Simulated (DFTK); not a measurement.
Li2O under changes of volume

One of the cells (8.399 Å³/atom); the others are scaled copies at fixed shape and fractional positions:

```
O Li
1.0
     0.00000    2.32685    2.32685
     2.32685    0.00000    2.32685
     2.32685    2.32685    0.00000
O Li
1 2
Direct
  0.00000 0.00000 0.00000
  0.25000 0.25000 0.25000
  0.75000 0.75000 0.75000
```

The cell comes from a database or a generator and needn't be the stable form of this composition.

```yaml
Program: DFTK 0.8.2
Functional: PBEsol
Potentials_or_basis: dojo.nc.sr.pbesol.v0_4_1.standard.upf (PBEsol)
Cutoff: 1143 eV
k_mesh: 10 × 10 × 10
Occupations: fermi-dirac, width 0.05 eV
Spin: no spin polarisation
```

```csv
volume (Å³/atom),energy over the lowest point (meV/atom),pressure (GPa),gap on the mesh (eV)
7.895,?,?,?
8.063,0.00,-0.8,4.89
8.231,1.63,-2.4,4.85
8.399,4.86,-3.8,4.81
8.567,9.51,-5.1,4.77
8.735,15.47,-6.3,4.73
8.903,22.59,-7.3,4.61
```

What does the run at 7.895 Å³/atom give?

Energy over the lowest point 0.13 meV/atom; pressure 1.0 GPa; gap on the mesh 4.93 eV.

Worked out: A Birch-Murnaghan fit of order 3 (a polynomial in V^(-2/3)) to the other rows has its minimum at 7.99 Å³/atom, just outside them, with B0 = V·E''(V) = 84 GPa and B' = 3.9. It gives 0.13 meV/atom at 7.895 Å³/atom, against the run's 0.13, and -dE/dV = 1.0 GPa, against 1.0. A parabola through the other rows of the gap, of slope 0.118 eV per unit of ln V there, extrapolates to 4.89 eV, against the run's 4.93. The fit is too stiff a form for this range.

Energies are extrapolated to zero smearing.

A mesh can miss the band edges.
